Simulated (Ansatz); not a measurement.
# BN: the cost of one run

Method: DFT PBE, scalar-relativistic, plane waves, PAW, in Ansatz 0.2.0.

41 further runs of the same task are left out: 41 set aside as unsound or not needed. Runs told in other sessions of the task aren't counted.

## 1. Starting point

The structure is tetragonal, space group P4_2/mnm (No. 136). Conventional cell: a = 4.423 Å, b = 4.423 Å, c = 2.549 Å, α = 90.00°, β = 90.00°, γ = 90.00°. B (site symmetry m2m) is surrounded by 4 N at 1.54 to 1.60 Å. Around N (site symmetry m2m) lie 4 B at 1.54 to 1.60 Å.

Structure file:

```cif
data_structure
_symmetry_space_group_name_H-M 'P 1'
_symmetry_Int_Tables_number 1
_cell_length_a 4.4227
_cell_length_b 4.4227
_cell_length_c 2.5492
_cell_angle_alpha 90.000
_cell_angle_beta 90.000
_cell_angle_gamma 90.000
_cell_volume 49.86
loop_
_atom_site_label
_atom_site_type_symbol
_atom_site_fract_x
_atom_site_fract_y
_atom_site_fract_z
_atom_site_occupancy
B1 B 0.17428 0.82572 0.50000 1
B2 B 0.32572 0.32572 0.00000 1
B3 B 0.67428 0.67428 0.00000 1
B4 B 0.82572 0.17428 0.50000 1
N1 N 0.81261 0.81261 0.50000 1
N2 N 0.31261 0.68739 0.00000 1
N3 N 0.68739 0.31261 0.00000 1
N4 N 0.18739 0.18739 0.50000 1
```

It goes back to an entry of the Materials Project, which need not be the stable form.

This cell was relaxed beforehand with the same method: volume 6.23 Å³/atom, gap on the mesh 4.82 eV.

## 2. The scan

The energy is mapped over the lattice constants a and c of the conventional cell.

- lattice constant a (and b): 9 values from 4.290 to 4.555 Å
- lattice constant c: 9 values from 2.243 to 2.855 Å

Nothing else is relaxed (fractional coordinates fixed). Energies count from the relaxed crystal. Points are written as (first, second).

## 3. Grid point (4.522 Å, 2.243 Å)

File input.yaml:

```yaml
crystal:
  lattice:
    - [4.5222, 0.0, 0.0]
    - [0.0, 4.5222, 0.0]
    - [0.0, 0.0, 2.2433]
  atoms:
    - { symbol: B, position: [0.1742811368, 0.8257188632, 0.5] }
    - { symbol: B, position: [0.3257188632, 0.3257188632, 0.0] }
    - { symbol: B, position: [0.6742811368, 0.6742811368, 0.0] }
    - { symbol: B, position: [0.8257188632, 0.1742811368, 0.5] }
    - { symbol: "N", position: [0.8126115048, 0.8126115048, 0.5] }
    - { symbol: "N", position: [0.3126115048, 0.6873884952, 0.0] }
    - { symbol: "N", position: [0.6873884952, 0.3126115048, 0.0] }
    - { symbol: "N", position: [0.1873884952, 0.1873884952, 0.5] }
basis:
  ecutwfc: 520.0
kpoints:
  mp_grid: { grid: [6, 6, 10] }
hamiltonian:
  xc: pbe
  pseudopotentials: { kind: paw, azcp: { folder: soft_1 } }
scf:
  occupations: { method: gaussian, width: 0.05 }
output:
  forces: true
  stress: true
  eigenvalues: true
  write_density: true
  write_potential: true
  elf: true
  volumetric_format: npy
```

Started as:

```
$ ansatz run input.yaml --threads 2 --pin off --max-ram 4096MiB --backend cpu --events-out ev --progress --plain --runs-dir out
```

Q: Estimate wall time and peak memory on 2 threads of Arm Neoverse N1, shared host.

About 7.3 s, with a peak of 0.35 GiB.
